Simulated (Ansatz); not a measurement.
# Si2Mo (P6_222) in Ansatz: a series of runs

Aim: see how the results for Si2Mo move with the level of theory and the settings. Levels: PBEsol, r2SCAN. Tasks: band structure.

All numbers are computed with Ansatz 0.2.0; they aren't measurements. Logs are shortened: lines on timing, memory, paths and dates and some standing lists are left out, and cuts for length are marked.

### Step 1. The crystal as given

Symmetry: P6_222, No. 180, hexagonal system. Conventional cell: a = 4.585 Å, b = 4.585 Å, c = 6.580 Å, α = 90.00°, β = 90.00°, γ = 120.00°. Mo (site symmetry 222) is surrounded by 10 Si at 2.57 to 2.67 Å. Si (site symmetry 2) is surrounded by 5 Si at 2.55 to 2.67 Å and 5 Mo at 2.57 to 2.67 Å.

Measurements of this composition are mostly on another form, of space group No. 139.

### Step 2. Band structure, PBEsol

File input.yaml:

```yaml
crystal:
  lattice:
    - [4.5854715599, 0.0, 0.0]
    - [-2.29273578, 3.9711348592, 0.0]
    - [0.0, 0.0, 6.5797601]
  atoms:
    - { symbol: Mo, position: [0.5, 0.5, 0.8333333333] }
    - { symbol: Mo, position: [0.0, 0.5, 0.1666666667] }
    - { symbol: Mo, position: [0.5, 0.0, 0.5] }
    - { symbol: Si, position: [0.16387298, 0.32774596, 0.5] }
    - { symbol: Si, position: [0.67225404, 0.83612702, 0.1666666667] }
    - { symbol: Si, position: [0.83612702, 0.16387298, 0.8333333333] }
    - { symbol: Si, position: [0.83612702, 0.67225404, 0.5] }
    - { symbol: Si, position: [0.32774596, 0.16387298, 0.1666666667] }
    - { symbol: Si, position: [0.16387298, 0.83612702, 0.8333333333] }
hamiltonian:
  xc: pbesol
  pseudopotentials: { kind: paw }
kpoints:
  mp_grid: { grid: [7, 7, 4] }
  band_path:
    path:
      - [[0.0, 0.0, 0.0], [0.5, 0.0, 0.0], [0.3333333333, 0.3333333333, 0.0], [0.0, 0.0, 0.0], [0.0, 0.0, 0.5], [0.5, 0.0, 0.5], [0.3333333333, 0.3333333333, 0.5], [0.0, 0.0, 0.5]]
      - [[0.5, 0.0, 0.5], [0.5, 0.0, 0.0]]
      - [[0.3333333333, 0.3333333333, 0.0], [0.3333333333, 0.3333333333, 0.5]]
    npoints: 10
scf:
  occupations: { method: fermi_dirac, width: 0.05 }
  n_extra_bands: 22
output:
  forces: true
  stress: true
  eigenvalues: true
  fatbands: true
```

Potentials or basis: Ansatz PAW.

Launch:

```bash
> ansatz run input.yaml --threads 4 --pin off --max-ram 11264MiB --backend cpu --events-out ev --progress --plain --runs-dir out
```

Output:

```text
Warning: RAYON_NUM_THREADS=4 ignored (pool sized by the plan → 4); use --threads N
scf.n_extra_bands = 22 over 33 filled bands (N_el = 66.0): the run solves 55 bands
Engine: ansatz 0.2.0, x86_64-unknown-linux-gnu
Pseudopotentials: kind: paw
Pseudopotential: Mo, paw, valence charge 14, recommended cutoff 420 eV (normal), Mo.paw.azcp
Pseudopotential: Si, paw, valence charge 4, recommended cutoff 420 eV (normal), Si.paw.azcp
Functional definition: PBEsol
  exchange = pbesol_x
  correlation = pbesol_c
Crystal: 9 atoms, lattice volume = 119.814 Å³
Basis set: ecut = 420 eV, 2331 PW (Γ), exchange–correlation on 64×64×90 points (8 copies of the dense FFT grid, shifted against one another)
Bands: 55, of which v1, the nominal top of the filled ones, is band 33 counted from 1 (32 counted from 0)
Symmetry: 12 space group operations
Space group: P6222 (ITA 180), of the structure as read, at distance tolerance 4.9e-5 Å
k-points: 24 of 196 (time reversal used)
Non-local potential: Mo, projectors of the file, l = 0: 3, l = 1: 2, l = 2: 2, l = 3: 1
Non-local potential: Si, projectors of the file, l = 0: 2, l = 1: 2, l = 2: 2
PAW form: soft (Blöchl's): semilocal exchange-correlation on the pseudo side does not see the compensation charge
PAW frozen core: Mo, regenerated for the run's functional, and the local potential with it (the file was generated under x = pbe(κ = 0.804, μ = 0.2195149727645171), c = pbe(β = 0.06672455060314922))
PAW frozen core: Si, regenerated for the run's functional, and the local potential with it (the file was generated under x = pbe(κ = 0.804, μ = 0.2195149727645171), c = pbe(β = 0.06672455060314922))
PAW one-centre angular grid: Mo, 590 points (default); XC on 64 Gauss nodes
PAW one-centre angular grid: Si, 110 points (default); XC on 64 Gauss nodes
Initial density: superposition of atomic densities (neutral atoms: chi_scale 0, normalization atom), corrected by the library's trained network
Initial wavefunctions: pseudopotential atomic-orbital guess
Functional: x = pbesol(κ = 0.804, μ = 0.12345679012345678), c = pbesol(β = 0.046)
SCF iter   1: F=—  HF=-18426.551623 eV  |F-HF|=—  |Δ(HF+E_count)|=         —  Δρ=6.58e-3  dr2=4.41e-2  ethr=1.77e-3  ⟨swp⟩=5.4  Hψ=5619  notcnv=0  defer=121
preconditioner: auto → Resta (q_TF=auto, 2.470 Å⁻¹)  ε∞=6.2  [insulator: Δε(μ)=0.275 eV  Ē_g=9.665 eV  σ=0.050 eV  W_gap=0.88  n_scr=22 (ndim 8)  ℏωp=22.0 eV  f_vac=0.000  D(μ)=0.15/eV (n_scr^D=0)  ε∞_Penn≈6.2]
SCF iter   2: F=—  HF=-18426.547629 eV  |F-HF|=—  |Δ(HF+E_count)|=   3.99e-3  Δρ=3.53e-3  dr2=1.14e-2  ethr=6.68e-5  ⟨swp⟩=1.0  Hψ=1537  notcnv=0  defer=177
SCF iter   3: F=—  HF=-18426.546016 eV  |F-HF|=—  |Δ(HF+E_count)|=   1.61e-3  Δρ=3.38e-4  dr2=2.14e-4  ethr=1.73e-5  ⟨swp⟩=2.3  Hψ=1402  notcnv=0  defer=177
SCF iter   4: F=—  HF=-18426.545978 eV  |F-HF|=—  |Δ(HF+E_count)|=   3.79e-5  Δρ=8.47e-5  dr2=9.48e-6  ethr=3.24e-7  ⟨swp⟩=2.2  Hψ=1352  notcnv=0  defer=177
SCF iter   5: F=—  HF=-18426.545875 eV  |F-HF|=—  |Δ(HF+E_count)|=   1.03e-4  Δρ=6.04e-6  dr2=3.70e-8  ethr=1.52e-10  ⟨swp⟩=10.3  Hψ=7347  notcnv=0
SCF iter   6: F=-18426.545875 eV  HF=-18426.545875 eV  |F-HF|=1.26e-9  |Δ(HF+E_count)|=   3.77e-9  Δρ=1.03e-6  dr2=1.94e-9  ethr=5.61e-11  ⟨swp⟩=2.0  Hψ=3178  notcnv=0
SCF 1 converged in 6 iterations: F = -18426.545875 eV  dr2 = 1.94e-9
NSCF: frozen V_eff on 93 k-points
SCF converged after 6 iterations
Free energy (F): -18426.545875 eV
Harris-Foulkes:  -18426.545875 eV  (|F-HF|=1.26e-9)
Internal energy: -18426.544050 eV  (E = F + TS)
E sigma→0 (E₀):  -18426.544962 eV
Entropy (-TS):   -0.001825 eV (-0.203 meV/atom)
Fermi energy:    16.590970 eV
--- Per-component energies (eV) ---
  E_band       = -132.271960
  E_kinetic    = 1596.676499
  E_local      = -3430.551593  (includes V_loc(G=0)·N_el)
  E_nonlocal   = 585.049770
  E_hartree    = 1277.159532
  E_xc         = -890.662202
  E_vxc        = -986.779000  (∫ρ·V_xc dr)
  E_paw        = -12425.439025  (= ΣΔE_a)
  E_vpaw       = -450.984786  (= ΣTr[D̂ρ^β])
  E_aug_tail   = 0.000116  (compensation charges beyond the density's cutoff)
  E_ewald      = -5139.594408
  E_core_change = 0.817262  (= ΣΔE_core)
  E_smearing   = -0.001825  (= −TS)
  E_closure    = -0.000000  (closes the sum)
  Σ components = -18426.545875   (vs F -18426.545875, Δ=0.00e0)
--- Forces (eV/Å), atoms counted from 1 ---
  atom   1  Mo     0.00000000     0.00000000     0.00000000
  atom   2  Mo     0.00000000     0.00000000    -0.00000000
  atom   3  Mo     0.00000000     0.00000000     0.00000000
  atom   4  Si    -0.00000000     0.04121116     0.00000000
  atom   5  Si    -0.03568991    -0.02060558     0.00000000
  atom   6  Si    -0.03568991     0.02060558    -0.00000000
  atom   7  Si     0.00000000    -0.04121116    -0.00000000
  atom   8  Si     0.03568991     0.02060558     0.00000000
  atom   9  Si     0.03568991    -0.02060558    -0.00000000
  max |Σ_I F_I| component: 6.59e-17 eV/Å
--- Stress (GPa, compression-positive) ---
       -1.462310      -0.000000       0.000000
       -0.000000      -1.462310       0.000000
        0.000000      -0.000000      -1.560746
  P = ⅓ Tr σ = -1.4951 GPa (-14.951 kbar)
--- Band table (eV; the first three rows and the last of 24) ---
  k-point 0: bands = ["-44.4849", "-44.4542", "-44.4542", "-18.7547", "-18.7530", "-18.7530", "-18.7456", "-18.7456", "-18.6579", "-18.5955", "-18.5955", "-18.5788", "2.5026", "5.5901", "5.5901", "9.2411", "9.9597", "9.9597", "10.4829", "10.4829", "11.3093", "11.6176", "11.6176", "11.9496", "12.8697", "12.8697", "13.3123", "13.3123", "13.5240", "13.5240", "13.8222", "14.4541", "15.7370", "18.5454", "18.9196", "18.9196", "19.0284", "19.0624", "19.3187", "19.3187", "19.5377", "19.5377", "20.0162", "20.0162", "20.2262", "20.3177", "20.6584", "20.6584", "21.0728", "21.0728", "22.0713", "23.8917", "24.0090", "24.0090", "25.5145"]
  k-point 1: bands = ["-44.4821", "-44.4644", "-44.4468", "-18.7915", "-18.7567", "-18.7467", "-18.7333", "-18.6980", "-18.6597", "-18.6323", "-18.5955", "-18.5661", "2.7321", "4.3960", "6.7742", "9.4233", "9.8474", "10.0395", "10.1105", "10.8463", "10.9752", "11.2182", "11.3364", "11.4656", "13.0164", "13.0783", "13.1986", "13.4463", "13.7437", "14.1416", "14.1635", "14.5097", "16.1258", "18.5906", "18.6535", "18.8261", "18.9978", "19.0622", "19.0902", "19.1258", "19.3992", "19.4021", "19.7634", "19.8056", "19.9718", "20.1807", "20.5391", "20.8591", "20.9632", "22.6973", "23.0172", "23.1393", "23.2213", "23.5301", "25.1769"]
  k-point 2: bands = ["-44.4746", "-44.4746", "-44.4441", "-18.8052", "-18.7609", "-18.7324", "-18.7324", "-18.6570", "-18.6570", "-18.6400", "-18.6400", "-18.5552", "3.3925", "3.3925", "7.4987", "9.2404", "9.8422", "9.8422", "9.9762", "10.8204", "10.8204", "11.3082", "11.3082", "11.4416", "12.9454", "12.9800", "12.9800", "13.0041", "14.2405", "14.2405", "14.4627", "15.8298", "15.8298", "18.4087", "18.8368", "18.8368", "18.8411", "19.1282", "19.1717", "19.1717", "19.2804", "19.2804", "19.6891", "19.7061", "19.7177", "19.7177", "20.8007", "20.8197", "20.8197", "21.6260", "23.3119", "23.3119", "23.4718", "23.4718", "25.9356"]
  k-point 23: bands = ["-44.4741", "-44.4620", "-44.4564", "-18.8021", "-18.7915", "-18.7850", "-18.7136", "-18.6969", "-18.6838", "-18.5963", "-18.5928", "-18.5549", "5.2381", "5.3377", "5.9767", "6.8816", "7.1693", "8.3931", "10.3333", "10.4973", "11.0857", "11.7341", "12.6717", "12.7157", "13.1182", "13.1273", "13.3107", "13.4400", "14.3311", "14.7154", "14.9277", "15.2589", "16.0280", "17.1471", "17.5782", "17.7618", "18.2869", "18.3993", "18.5675", "18.7052", "19.1307", "19.8092", "19.8487", "20.1912", "21.2163", "21.2903", "21.5895", "22.2062", "22.4190", "22.6415", "22.9265", "23.3058", "23.9283", "23.9913", "25.8773"]
```

Run time: 29 s. Hardware: 4 threads of Intel Xeon at 2.50GHz (Skylake/Cascade Lake), shared host; peak memory 0.67 GiB.

Results:

```
Free energy             : -18426.5459 eV
Pressure                : -1.5 GPa
Largest force           : 0.041 eV/Å
Band gap on the k mesh  : 0.26 eV, indirect (least direct gap 0.62 eV)
Band gap along the path : 0.04 eV, indirect (least direct gap 0.53 eV)
```

Forces on the atoms (eV/Å):
```
Mo   0.000  0.000  0.000
Mo   0.000  0.000  0.000
Mo   0.000  0.000  0.000
Si   0.000  0.041  0.000
Si  -0.036 -0.021  0.000
Si  -0.036  0.021  0.000
Si   0.000 -0.041  0.000
Si   0.036  0.021  0.000
Si   0.036 -0.021  0.000
```

Stress tensor (GPa, compression positive):
```
-1.46  0.00  0.00
 0.00 -1.46  0.00
 0.00  0.00 -1.56
```

Levels at the corners of the path, in eV from the valence-band top:
| point | band 30 | band 31 | band 32 | band 33 | band 34 | band 35 | band 36 | band 37 |
| --- | --- | --- | --- | --- | --- | --- | --- | --- |
| Γ | -3.04 | -2.75 | -2.11 | -0.83 | 1.98 | 2.35 | 2.35 | 2.46 |
| M | -2.16 | -1.59 | -1.07 | -0.66 | 0.04 | 0.68 | 0.85 | 1.29 |
| K | -2.56 | -1.09 | -1.09 | -0.88 | 0.62 | 0.99 | 0.99 | 1.49 |
| Γ | -3.04 | -2.75 | -2.11 | -0.83 | 1.98 | 2.35 | 2.35 | 2.46 |
| A | -2.33 | -2.11 | -0.74 | -0.74 | 1.84 | 2.27 | 2.27 | 2.27 |
| L | -2.68 | -1.98 | -1.26 | 0.00 | 0.53 | 1.08 | 1.33 | 1.33 |
| H | -1.89 | -1.52 | -1.52 | -0.62 | 0.59 | 1.18 | 1.18 | 1.82 |
| A | -2.33 | -2.11 | -0.74 | -0.74 | 1.84 | 2.27 | 2.27 | 2.27 |
| L | -2.68 | -1.98 | -1.26 | 0.00 | 0.53 | 1.08 | 1.33 | 1.33 |
| M | -2.16 | -1.59 | -1.07 | -0.66 | 0.04 | 0.68 | 0.85 | 1.29 |
| K | -2.56 | -1.09 | -1.09 | -0.88 | 0.62 | 0.99 | 0.99 | 1.49 |
| H | -1.89 | -1.52 | -1.52 | -0.62 | 0.59 | 1.18 | 1.18 | 1.82 |

Caveat: the k mesh misses the band edges, so the gap on the mesh is wider than the one along the path; the PAW data sets come from PBE, with cores solved anew for the run's functional, which leaves a small shift of forces and pressure.

(Part 1 of 2 ends here.)
